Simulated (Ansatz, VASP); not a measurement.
# BaZrO3: VASP beside Ansatz

```xyz
5
Lattice="4.2272 0.0000 0.0000 0.0000 4.2272 0.0000 0.0000 0.0000 4.2272" Properties=species:S:1:pos:R:3 pbc="T T T"
Ba    2.1136    2.1136    2.1136
Zr    0.0000    0.0000    0.0000
O     2.1136    0.0000    0.0000
O     0.0000    2.1136    0.0000
O     0.0000    0.0000    2.1136
```

Alike in both runs: task single point; functional PBE; k mesh 6 × 6 × 6; occupations gaussian, width 0.05 eV; no spin polarisation.

|  | VASP | Ansatz |
| --- | --- | --- |
| version | VASP 6.6.1 | Ansatz 0.2.0 |
| potentials or method | VASP PAW PBE potentials, release 64 (Ba_sv, Zr_sv, O) | scalar-relativistic, plane waves, PAW |
| plane-wave cutoff (eV) | 520 | 520 |
| valence electrons in the cell | 40 | 40 |

Ansatz gave:

* gap on the k mesh at the Fermi level (eV): 3.18
* least direct gap on the mesh (eV): 3.40
* pressure (GPa): 0.0

Question: Estimate VASP's values.

Answer: gap on the k mesh at the Fermi level (eV): 3.13; least direct gap on the mesh (eV): 3.38; pressure (GPa): 0.9.

With one functional, cell and mesh, what is left measures potentials, basis and numerics.

Caveats: spin-orbit coupling is left out, which moves the levels of the heavy elements. A k mesh can miss the band edges.
